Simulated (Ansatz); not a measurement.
GaN, 2 atoms in the cell. It takes space group F-43m (No. 216, cubic). The conventional cell has a = 4.507 Å, b = 4.507 Å, c = 4.507 Å, α = 90.00°, β = 90.00°, γ = 90.00°. Ga (site symmetry -43m) is surrounded by 4 N at 1.95 Å. N (site symmetry -43m) has 4 Ga at 1.95 Å as nearest neighbours. The cell is a database's computed one.

* Program: Ansatz 0.2.0
* Task: band structure
* Functional: HISS
* Potentials or basis: Ansatz PAW
* Cutoff: 420 eV (not typed: the program's choice for these potentials)
* k mesh: 6 × 6 × 6
* Occupations: fermi-dirac, width 0.05 eV
* Spin: no spin polarisation
* Path: [["G", "X", "W", "K", "G", "L", "U", "W", "L", "K"], ["U", "X"]]
* Points for each segment of the path: 4

Potentials or basis: Ansatz PAW.

The run is started by

```sh
$ ansatz run input.yaml --threads 2 --pin off --max-ram 5632MiB --backend cpu --events-out ev --progress --plain --runs-dir out
```

Hardware: 2 threads of Intel(R) Xeon(R) Platinum 8488C (Sapphire Rapids), on a shared host.

How long does it take, and how much memory?

It took 100 s on 2 threads of Intel(R) Xeon(R) Platinum 8488C (Sapphire Rapids) (shared host), peak memory 1 GiB. Counts: scf iterations 13, plane waves 459, k points 16, bands 15.
